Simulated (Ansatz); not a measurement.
CsPbCl3:

```
Pb Cs Cl
1.0
     5.60500    0.00000    0.00000
     0.00000    5.60500    0.00000
     0.00000    0.00000    5.60500
Pb Cs Cl
1 1 3
Direct
  0.50000 0.50000 0.50000
  0.00000 0.00000 0.00000
  0.50000 0.00000 0.50000
  0.00000 0.50000 0.50000
  0.50000 0.50000 0.00000
```

```yaml
Program: Ansatz 0.2.0
Task: relaxation of cell and atoms
Functional: LDA
Potentials_or_basis: Ansatz PAW
Cutoff: "420 eV (not typed: the program's choice for these potentials)"
k_mesh: 5 × 5 × 5
Occupations: fermi-dirac, width 0.05 eV
Spin: no spin polarisation
```

At the start: volume 35.22 Å³/atom.

How do energy, volume and symmetry change on relaxing?

It ends after 4 steps and the volume is 33.54 Å³/atom (-4.8 %); space group Pm-3m (No. 221, to 0.05 Å).

Step by step:
```
step  energy change (eV)  largest force (eV/Å)  volume (Å³)
   1              0.0000                0.0000       176.09
   2             -0.0299                0.0000       170.54
   3             -0.0336                0.0000       167.68
   4             -0.0333                0.0000       167.68
```

Final structure:
```
Pb Cs Cl
1.0
     5.51432    0.00000    0.00000
     0.00000    5.51432    0.00000
     0.00000    0.00000    5.51432
Pb Cs Cl
1 1 3
Direct
  0.50000 0.50000 0.50000
  0.00000 0.00000 0.00000
  0.50000 0.00000 0.50000
  0.00000 0.50000 0.50000
  0.50000 0.50000 0.00000
```

Caveat: the plane-wave basis is chosen anew once the cell has moved, so the energies of steps on either side of that aren't comparable; the PAW data sets come from PBE, with cores solved anew for the run's functional, which leaves a small shift of forces and pressure.
